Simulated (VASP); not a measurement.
From VASP inputs to Ansatz: HgTe (rocksalt)

INCAR

```
LREAL = .FALSE.
IBRION = -1
LASPH = .TRUE.
EDIFF = 1E-7
ISMEAR = -1
NELM = 120
GGA = PE
ISIF = 2
ENCUT = 520
NBANDS = 16
SIGMA = 0.02
LCHARG = .FALSE.
LWAVE = .FALSE.
PREC = Accurate
NSW = 0
```

KPOINTS

```
KPOINTS created by Atomic Simulation Environment
0
Gamma
8 8 8
0 0 0
```

KPOINTS_OPT

```
special points
6
Reciprocal
0.0000000000 0.0000000000 0.0000000000 1
0.5000000000 0.0000000000 0.5000000000 1
0.5000000000 0.2500000000 0.7500000000 1
0.3750000000 0.3750000000 0.7500000000 1
0.5000000000 0.5000000000 0.5000000000 1
0.6250000000 0.2500000000 0.6250000000 1
```

POSCAR

```
Hg Te
 1.0000000000000000
     0.0000000000000000    3.0434522883094655    3.0434522883094655
     3.0434522883094659    0.0000000000000000    3.0434522883094655
     3.0434522883094659    3.0434522883094655   -0.0000000000000000
 Hg  Te
   1   1
Cartesian
 -0.0000000000000000 -0.0000000000000000  0.0000000000000000
  3.0434522883094655  3.0434522883094659  3.0434522883094663
```

VASP ran with the recommended PBE PAW datasets (18 valence electrons in the cell).

**Question.** Write an Ansatz input for this cell and level of theory.

**Answer.** 

```yaml
crystal:
  lattice:
    - [0.0, 3.0434522883, 3.0434522883]
    - [3.0434522883, 0.0, 3.0434522883]
    - [3.0434522883, 3.0434522883, 0.0]
  atoms:
    - { symbol: Hg, position: [0.0, 0.0, 0.0] }
    - { symbol: Te, position: [0.5, 0.5, 0.5] }
kpoints:
  mp_grid: { grid: [8, 8, 8] }
  band_path:
    path:
      - [[0.0, 0.0, 0.0], [0.5, 0.0, 0.5], [0.5, 0.25, 0.75], [0.375, 0.375, 0.75], [0.0, 0.0, 0.0], [0.5, 0.5, 0.5], [0.625, 0.25, 0.625], [0.5, 0.25, 0.75], [0.5, 0.5, 0.5], [0.375, 0.375, 0.75]]
      - [[0.625, 0.25, 0.625], [0.5, 0.0, 0.5]]
    npoints: 10
hamiltonian:
  xc: pbe
scf:
  occupations: { method: fermi_dirac, width: 0.02 }
  n_extra_bands: 4
output:
  forces: true
  stress: true
  eigenvalues: true
```

Other inputs would serve too.

|  | VASP | Ansatz |
| --- | --- | --- |
| gap between bands v and c | -2.56 eV (bands overlap: a metal) | -2.57 eV (bands overlap: a metal) |
| least direct gap | 0.00 eV | 0.00 eV |
| pressure | 1.4 GPa | 1.3 GPa |

Each program uses its own PAW datasets. VASP's cell holds 18 valence electrons and Ansatz's 36. Ansatz's stress includes a Pulay correction; VASP's doesn't. Ansatz solved a whole band path, VASP its corner points and band edges.
